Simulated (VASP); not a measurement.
Here is a VASP 6.6.1 calculation.

File INCAR:

```
PREC     = Accurate       # precision mode
ENCUT    = 520            # plane-wave cutoff, eV
EDIFF    = 1E-7           # SCF threshold, eV
ISMEAR   = -1             # smearing method
SIGMA    = 0.02           # smearing width, eV
LREAL    = False          # projectors in reciprocal space
LASPH    = True           # aspherical terms in the spheres
NELM     = 100            # most SCF steps
ALGO     = Normal         # electronic algorithm
ISIF     = 2              # what is computed and relaxed
LWAVE    = False          # write WAVECAR
LCHARG   = False          # write CHGCAR
GGA      = PE             # functional
NBANDS   = 17             # bands
```

Contents of KPOINTS:

```
regular mesh
0
Gamma
  8 8 8
```

The input POSCAR:

```
TePb
1.0
    0.0000000000      3.0730737746      3.2903020529
    3.0730737746      0.0000000000      3.2903020529
    3.0730737746      3.0730737746      0.0000000000
Pb Te
1 1
Direct
    0.0000000000      0.0000000000      0.0000000000
    0.5000000000      0.5000000000      0.5000000000
```

Potentials or basis: VASP PAW PBE potentials, release 64 (Pb_d, Te).

Launch:

```console
$ cat potpaw_PBE.64/Pb_d/POTCAR potpaw_PBE.64/Te/POTCAR > POTCAR
$ mpirun -np 1 vasp_std > vasp.out
```

Problem. Estimate the pressure.

Solution. 7.6 GPa.

Problem. Predict the band gap on the k mesh.

Solution. 0.27 eV, direct.

Stress tensor (GPa, compression positive):
```
11.11  0.00  0.00
 0.00 11.11  0.00
 0.00  0.00  0.49
```

Caveat: spin-orbit coupling is left out, which as a rule narrows the gap of such compounds by several tenths of an eV. A k mesh can miss the band edges.
